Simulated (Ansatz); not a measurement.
## AlN

Level of theory: DFT, PBEsol, scalar-relativistic, no spin polarisation; plane waves to 420 eV with PAW datasets (Ansatz 0.2.0), 12×12×8 k-mesh. The datasets are Ansatz's generated set soft_2.

```yaml
crystal:
  lattice:
    - [3.11382, 0.00000, 0.00000]
    - [-1.55691, 2.69665, 0.00000]
    - [0.00000, 0.00000, 4.98359]
  atoms:
    - { symbol: Al, position: [0.33333, 0.66667, 0.00151] }
    - { symbol: Al, position: [0.66667, 0.33333, 0.50151] }
    - { symbol: N, position: [0.33333, 0.66667, 0.38349] }
    - { symbol: N, position: [0.66667, 0.33333, 0.88349] }
```

The chain of runs began from a cell as deposited in COD, expanded in volume.

What is the static dielectric tensor, the lattice's part included?

```
8.21 0.00 0.00
0.00 8.21 0.00
0.00 0.00 9.77
```

List the optical modes at the zone centre without the LO–TO term, with degeneracy and infrared intensity.

| ω (cm⁻¹) | degeneracy | IR intensity ((D/Å)²/u) |
| --- | --- | --- |
| 235 | 2 | 0.00 |
| 542 | 1 | 0.00 |
| 605 | 1 | 36.22 |
| 651 | 2 | 0.00 |
| 662 | 2 | 63.93 |
| 712 | 1 | 0.00 |

Where do the optical modes lie for q → 0 along (0.00, 0.00, 1.00), with the long-range field?

235 (×2), 542, 651 (×2), 662 (×2), 712, 870 cm⁻¹.

Where do the optical modes lie for q → 0 along (0.00, 1.00, 0.00), with the long-range field?

235 (×2), 542, 605, 651 (×2), 662, 712, 895 cm⁻¹.

Sketch the imaginary part of the dielectric function for independent particles (no excitons, no local fields), averaged over directions.

On a grid of 0.25 eV up to 12 eV it peaks at 7.50 eV with ε2 = 9.1; the gap on the mesh is 4.09 eV, and the smallest direct one, where absorption can begin, 4.09 eV.
```json
{"ħω (eV)": "0.00", "ε2": "0.00"}
{"ħω (eV)": "0.50", "ε2": "0.00"}
{"ħω (eV)": "1.00", "ε2": "0.00"}
{"ħω (eV)": "1.50", "ε2": "0.00"}
{"ħω (eV)": "2.00", "ε2": "0.00"}
{"ħω (eV)": "2.50", "ε2": "0.00"}
{"ħω (eV)": "3.00", "ε2": "0.00"}
{"ħω (eV)": "3.50", "ε2": "0.00"}
{"ħω (eV)": "4.00", "ε2": "0.01"}
{"ħω (eV)": "4.50", "ε2": "0.55"}
{"ħω (eV)": "5.00", "ε2": "0.90"}
{"ħω (eV)": "5.50", "ε2": "1.14"}
{"ħω (eV)": "6.00", "ε2": "3.67"}
{"ħω (eV)": "6.50", "ε2": "6.98"}
{"ħω (eV)": "7.00", "ε2": "8.31"}
{"ħω (eV)": "7.50", "ε2": "9.14"}
{"ħω (eV)": "8.00", "ε2": "7.66"}
{"ħω (eV)": "8.50", "ε2": "5.14"}
{"ħω (eV)": "9.00", "ε2": "5.44"}
{"ħω (eV)": "9.50", "ε2": "4.75"}
{"ħω (eV)": "10.00", "ε2": "5.16"}
{"ħω (eV)": "10.50", "ε2": "5.84"}
{"ħω (eV)": "11.00", "ε2": "4.45"}
{"ħω (eV)": "11.50", "ε2": "5.90"}
{"ħω (eV)": "12.00", "ε2": "5.38"}
```

The principal values of ε∞, 4.50, 4.73, give refractive indices of 2.12, 2.17 below the gap, so the crystal is birefringent.

The mean Born charge of Al is 2.58 against a formal +3. It lies under the formal charge, so the ion carries less than its nominal charge along; the mean hides how much this differs by direction.

Semilocal functionals make the gap too small and so ε∞ somewhat too large.
